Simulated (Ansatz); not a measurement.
Geometry optimisation in Ansatz: input, command and trajectory.

```yaml
crystal:
  lattice:
    - [-2.158799, 2.158799, 4.760484]
    - [2.158799, -2.158799, 4.760484]
    - [2.158799, 2.158799, -4.760484]
  atoms:
    - { symbol: Ga, position: [0.75, 0.25, 0.5] }
    - { symbol: Ga, position: [0.25, 0.75, 0.5] }
    - { symbol: Ga, position: [0.5, 0.5, 0.0] }
    - { symbol: Sb, position: [0.0, 0.0, 0.0] }
basis:
  ecutwfc: 420
kpoints:
  mp_grid: { grid: [14, 14, 14] }
hamiltonian:
  xc: pbe
scf:
  occupations: { method: gaussian, width: 0.1 }
output:
  forces: true
  stress: true
  eigenvalues: true
  write_density: true
  write_potential: true
  elf: true
  volumetric_format: npy
relax:
  adjacent_minimum: "off"
  f_tol: 0.005
  max_steps: 80
  cell: { stress_tol: 0.05 }
```

```bash
ansatz run input.yaml --threads 1 --pin off --max-ram 2560MiB --backend cpu --events-out ev --progress --plain --runs-dir out
```

Level of theory: Ansatz, DFT PBE, scalar-relativistic, plane waves, PAW.

Of 11 frames 9 are shown, positions in Å and forces in eV/Å; the SCF threshold varies from step to step. Steps run on the plane waves of an earlier cell, with a Pulay correction in the pressure. The basis is chosen afresh for the last frame, the zero of the energies, and at times for earlier ones too; energy and pressure step there, also at an unchanged geometry.

```xyz
4
Lattice="-2.1588 2.1588 4.7605 2.1588 -2.1588 4.7605 2.1588 2.1588 -4.7605" Properties=species:S:1:pos:R:3:forces:R:3 pbc="T T T" step=1 free_energy_over_end_meV_per_atom=7.15 pressure_GPa=-0.46
Ga    0.0000    2.1588    2.3802    0.0000    0.0000    0.0000
Ga    2.1588    0.0000    2.3802    0.0000    0.0000    0.0000
Ga    0.0000    0.0000    4.7605    0.0000    0.0000    0.0000
Sb    0.0000    0.0000    0.0000    0.0000    0.0000    0.0000
4
Lattice="-2.1564 2.1564 4.7174 2.1564 -2.1564 4.7174 2.1564 2.1564 -4.7174" Properties=species:S:1:pos:R:3:forces:R:3 pbc="T T T" step=2 free_energy_over_end_meV_per_atom=6.37 pressure_GPa=0.06
Ga    0.0000    2.1564    2.3587    0.0000    0.0000    0.0000
Ga    2.1564    0.0000    2.3587    0.0000    0.0000    0.0000
Ga    0.0000    0.0000    4.7174    0.0000    0.0000    0.0000
Sb    0.0000    0.0000    0.0000    0.0000    0.0000    0.0000
4
Lattice="-2.1629 2.1629 4.6692 2.1629 -2.1629 4.6692 2.1629 2.1629 -4.6692" Properties=species:S:1:pos:R:3:forces:R:3 pbc="T T T" step=3 free_energy_over_end_meV_per_atom=5.85 pressure_GPa=0.27
Ga    0.0000    2.1629    2.3346    0.0000    0.0000    0.0000
Ga    2.1629    0.0000    2.3346    0.0000    0.0000    0.0000
Ga    0.0000    0.0000    4.6692    0.0000    0.0000    0.0000
Sb    0.0000    0.0000    0.0000    0.0000    0.0000    0.0000
4
Lattice="-2.1851 2.1851 4.5735 2.1851 -2.1851 4.5735 2.1851 2.1851 -4.5735" Properties=species:S:1:pos:R:3:forces:R:3 pbc="T T T" step=4 free_energy_over_end_meV_per_atom=5.09 pressure_GPa=0.37
Ga    0.0000    2.1851    2.2868    0.0000    0.0000    0.0000
Ga    2.1851    0.0000    2.2868    0.0000    0.0000    0.0000
Ga    0.0000    0.0000    4.5735    0.0000    0.0000    0.0000
Sb    0.0000    0.0000    0.0000    0.0000    0.0000    0.0000
4
Lattice="-2.2114 2.2114 4.4911 2.2114 -2.2114 4.4911 2.2114 2.2114 -4.4911" Properties=species:S:1:pos:R:3:forces:R:3 pbc="T T T" step=5 free_energy_over_end_meV_per_atom=4.27 pressure_GPa=0.20
Ga    0.0000    2.2114    2.2455    0.0000    0.0000    0.0000
Ga    2.2114    0.0000    2.2455    0.0000    0.0000    0.0000
Ga    0.0000    0.0000    4.4911    0.0000    0.0000    0.0000
Sb    0.0000    0.0000    0.0000    0.0000    0.0000    0.0000
4
Lattice="-2.3012 2.3012 4.1520 2.3012 -2.3012 4.1520 2.3012 2.3012 -4.1520" Properties=species:S:1:pos:R:3:forces:R:3 pbc="T T T" step=7 free_energy_over_end_meV_per_atom=0.68 pressure_GPa=0.10
Ga    0.0000    2.3012    2.0760    0.0000    0.0000    0.0000
Ga    2.3012    0.0000    2.0760    0.0000    0.0000    0.0000
Ga    0.0000    0.0000    4.1520    0.0000    0.0000    0.0000
Sb    0.0000    0.0000    0.0000    0.0000    0.0000    0.0000
4
Lattice="-2.2778 2.2778 4.2571 2.2778 -2.2778 4.2571 2.2778 2.2778 -4.2571" Properties=species:S:1:pos:R:3:forces:R:3 pbc="T T T" step=8 free_energy_over_end_meV_per_atom=0.26 pressure_GPa=-0.07
Ga    0.0000    2.2778    2.1286    0.0000    0.0000    0.0000
Ga    2.2778    0.0000    2.1286    0.0000    0.0000    0.0000
Ga    0.0000    0.0000    4.2571    0.0000    0.0000    0.0000
Sb    0.0000    0.0000    0.0000    0.0000    0.0000    0.0000
4
Lattice="-2.2894 2.2894 4.2056 2.2894 -2.2894 4.2056 2.2894 2.2894 -4.2056" Properties=species:S:1:pos:R:3:forces:R:3 pbc="T T T" step=9 free_energy_over_end_meV_per_atom=0.03 pressure_GPa=0.01
Ga    0.0000    2.2894    2.1028    0.0000    0.0000    0.0000
Ga    2.2894    0.0000    2.1028    0.0000    0.0000    0.0000
Ga    0.0000    0.0000    4.2056    0.0000    0.0000    0.0000
Sb    0.0000    0.0000    0.0000    0.0000    0.0000    0.0000
4
Lattice="-2.2857 2.2857 4.2203 2.2857 -2.2857 4.2203 2.2857 2.2857 -4.2203" Properties=species:S:1:pos:R:3:forces:R:3 pbc="T T T" step=11 free_energy_over_end_meV_per_atom=0.00 pressure_GPa=0.00
Ga    0.0000    2.2857    2.1102    0.0000    0.0000    0.0000
Ga    2.2857    0.0000    2.1102    0.0000    0.0000    0.0000
Ga    0.0000    0.0000    4.2203    0.0000    0.0000    0.0000
Sb    0.0000    0.0000    0.0000    0.0000    0.0000    0.0000
```

It took 3.4 min on 1 thread of AMD EPYC 9R45 96-Core Processor (Zen 5), with other jobs on the host, peak memory 0.84 GiB.